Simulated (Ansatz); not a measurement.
Runs of Ansatz 0.2.0 on FeO. Symmetry: I4/mmm, No. 139, tetragonal system. Conventional cell: a = 3.204 Å, b = 3.204 Å, c = 4.167 Å, α = 90.00°, β = 90.00°, γ = 90.00°. Fe (site symmetry 4/mmm) is surrounded by 6 O at 2.08 to 2.27 Å. O (site symmetry 4/mmm) has 6 Fe at 2.08 to 2.27 Å as nearest neighbours. The cell comes from a database or a generator and needn't be the stable form of this composition.

| spin | fixed moment (μB) | k mesh | gap on the mesh (eV) | pressure (GPa) | moment (μB) |
| --- | --- | --- | --- | --- | --- |
| collinear, ferromagnetic start | 3.0 | 10 × 10 × 10 | - | -17.6 | 3.00 |
| collinear, ferromagnetic start | 4.5 | 10 × 10 × 10 | - | (b) | 4.50 |
| off | - | 12 × 12 × 12 | none | -29.8 | - |
| collinear, ferromagnetic start | 2.2 | 10 × 10 × 10 | - | -22.9 | 2.20 |
| collinear, ferromagnetic start | - | 12 × 12 × 12 | none | (a) | 4.00 |

Alike in all rows: task single point; level PBE; potentials or basis Ansatz PAW; cell as given; cutoff (eV) 420; smearing fermi-dirac 0.05 eV.

Fill in the values left out.

(a) -8.7; (b) 1.0.

Caveats: a cell with one magnetic atom can't hold antiferromagnetic order, which such compounds often take (some runs); the total moment is fixed, so each spin has its own Fermi level (some runs); the thresholds are loose for stress (some runs); semilocal functionals often make such compounds metallic where correlation or magnetic order opens a gap, which also shifts bond lengths (some runs); a pressure of tens of GPa on the cell as given is suspect, and the run, the potentials or the cell itself is likely at fault (some runs).

A gap of «none» marks a metal or a gap under the smearing width.
